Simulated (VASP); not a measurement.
# Al₂Au: molecular dynamics at constant energy

Al₂Au, Fm-3m (no. 225), 12 atoms in the cell. PBE, molecular dynamics; PAW potentials Au, Al (PBE set).

Ensemble: NVE; Starting temperature (K): 1000.

## Input

INCAR:
```
SYSTEM = Al2Au
  GGA = PE
  PREC = Normal
  ENCUT = 240
  EDIFF = 1E-6
  NELMIN = 4
  NELM = 60
  ALGO = Fast
  LREAL = Auto
  LASPH = .TRUE.
  ISMEAR = -1
  SIGMA = 0.05
  ISYM = 0
  LWAVE = .FALSE.
  LCHARG = .FALSE.
  IBRION = 0
  NSW = 60
  POTIM = 2.0
  TEBEG = 1000
  ISIF = 2
  RANDOM_SEED = 694296 0 0
  MDALGO = 2
  SMASS = -3
  KPAR = 2
```

KPOINTS:
```
k-points
0
Monkhorst-Pack
  2 2 2
```

POSCAR:
```
Al2Au
1.0
    6.0000000000      0.0000000000      0.0000000000
    0.0000000000      6.0000000000      0.0000000000
    0.0000000000      0.0000000000      6.0000000000
Au Al
4 8
Direct
    0.0000000000      0.0000000000      0.0000000000
    0.0000000000      0.5000000000      0.5000000000
    0.5000000000      0.0000000000      0.5000000000
    0.5000000000      0.5000000000      0.0000000000
    0.2500000000      0.2500000000      0.7500000000
    0.2500000000      0.7500000000      0.7500000000
    0.2500000000      0.7500000000      0.2500000000
    0.2500000000      0.2500000000      0.2500000000
    0.7500000000      0.2500000000      0.2500000000
    0.7500000000      0.7500000000      0.2500000000
    0.7500000000      0.7500000000      0.7500000000
    0.7500000000      0.2500000000      0.7500000000
```

Commands:
```
cat potpaw_PBE.64/Au/POTCAR potpaw_PBE.64/Al/POTCAR > POTCAR
mpirun -np 2 vasp_std > vasp.out
```

## Result

- Rise of the mean potential energy above the start (meV/atom): 61.8
- Mean temperature (K): 479
- Standard error of the mean temperature (K): 73
- Relative fluctuation of the kinetic energy: 0.389
- Canonical value of that fluctuation: 0.246
- Electronic steps per ionic step after the first: 4.1

Course of the run:

| Time (fs) | Temperature (K) | Potential energy less the first (meV/atom) |
|---|---|---|
| 2 | 1000 | 0.0 |
| 12 | 806 | 23.1 |
| 20 | 495 | 60.0 |
| 30 | 254 | 88.6 |
| 38 | 311 | 81.8 |
| 48 | 536 | 55.0 |
| 56 | 626 | 44.4 |
| 66 | 520 | 57.0 |
| 74 | 384 | 73.1 |
| 84 | 348 | 77.4 |
| 92 | 410 | 70.0 |
| 102 | 448 | 65.4 |
| 110 | 386 | 72.8 |
| 120 | 282 | 85.3 |

The mean temperature lies below the starting 1000 K, since the atoms start on their sites and part of their kinetic energy turns into potential energy.

REPORT:
```
MDALGO =   2
               SCALING =       0
                 CNEXP =     9.000   14.000
           RANDOM_SEED =            694296                0                0

   original number of atomic DOF:         33
   number of independent constraints:      0
   number of active DOF:                  33

========================================
         MD step No.       1
========================================

  Atomic velocities initialized by STEP_tb

  >Energies
                    E_tot             E_pot             E_kin               EPS                ES
   e_b>   -0.47839024E+02   -0.49260893E+02    0.14218686E+01    0.00000000E+00    0.00000000E+00

  >Temperature
               T_sim     T_inst
   tmprt>   1000.000   1000.000

  >Thermostat:
           s(n+1) sdot(n+1)      s(n)   sdot(n)        Qs
   s_b>   0.00000   0.00000   0.00000   0.00000  -3.00000

           RANDOM_SEED =            694296               72                0

[... steps left out ...]

========================================
         MD step No.      60
========================================

  >Energies
                    E_tot             E_pot             E_kin               EPS                ES
   e_b>   -0.47837478E+02   -0.48237809E+02    0.40033107E+00    0.00000000E+00    0.00000000E+00

  >Temperature
               T_sim     T_inst
   tmprt>   1000.000    281.553

  >Thermostat:
           s(n+1) sdot(n+1)      s(n)   sdot(n)        Qs
   s_b>   0.00000   0.00000   0.00000   0.00000  -3.00000

           RANDOM_SEED =            694296               72                0
```

OSZICAR:
```
N       E                     dE             d eps       ncg     rms          rms(c)
DAV:   1     0.171894396170E+03    0.17189E+03   -0.18377E+04   336   0.762E+02
DAV:   2    -0.466531736942E+02   -0.21855E+03   -0.21116E+03   396   0.173E+02
DAV:   3    -0.543326979195E+02   -0.76795E+01   -0.76031E+01   399   0.324E+01
DAV:   4    -0.544107880275E+02   -0.78090E-01   -0.78064E-01   368   0.377E+00
DAV:   5    -0.544118906311E+02   -0.11026E-02   -0.11025E-02   368   0.433E-01    0.179E+01
RMM:   6    -0.494479446553E+02    0.49639E+01   -0.31824E+01   328   0.235E+01    0.668E+00
RMM:   7    -0.493574183313E+02    0.90526E-01   -0.17055E+00   328   0.461E+00    0.352E+00
RMM:   8    -0.492571982354E+02    0.10022E+00   -0.26853E-01   328   0.192E+00    0.604E-01
RMM:   9    -0.492592470969E+02   -0.20489E-02   -0.54709E-02   332   0.933E-01    0.529E-01
RMM:  10    -0.492604288891E+02   -0.11818E-02   -0.76767E-03   328   0.354E-01    0.356E-01
RMM:  11    -0.492609630709E+02   -0.53418E-03   -0.30090E-03   328   0.216E-01    0.127E-01
RMM:  12    -0.492608774396E+02    0.85631E-04   -0.70182E-04   328   0.113E-01    0.133E-02
[... left out ...]
     58 T=   315. E= -.47837735E+02 F= -.48285660E+02 E0= -.48285660E+02  EK= 0.44792E+00 SP= 0.00E+00 SK= 0.00E+00
     59 T=   296. E= -.47837598E+02 F= -.48258042E+02 E0= -.48258042E+02  EK= 0.42044E+00 SP= 0.00E+00 SK= 0.00E+00
[... last step whole ...]
       N       E                     dE             d eps       ncg     rms          rms(c)
DAV:   1    -0.482377969900E+02    0.20245E-01   -0.23306E-03   430   0.502E-01    0.129E-02
RMM:   2    -0.482378076229E+02   -0.10633E-04   -0.11287E-04   328   0.441E-02    0.351E-03
RMM:   3    -0.482378089606E+02   -0.13377E-05   -0.14214E-05   317   0.164E-02    0.952E-04
RMM:   4    -0.482378092245E+02   -0.26396E-06   -0.29817E-06   216   0.725E-03
     60 T=   282. E= -.47837478E+02 F= -.48237809E+02 E0= -.48237809E+02  EK= 0.40033E+00 SP= 0.00E+00 SK= 0.00E+00
```

Limits: 120 fs of 12 atoms are too short for converged averages.

VASP 6.6.1 took 189 s on 2 cores (Intel Xeon Platinum 8488C (Sapphire Rapids)), a shared host.
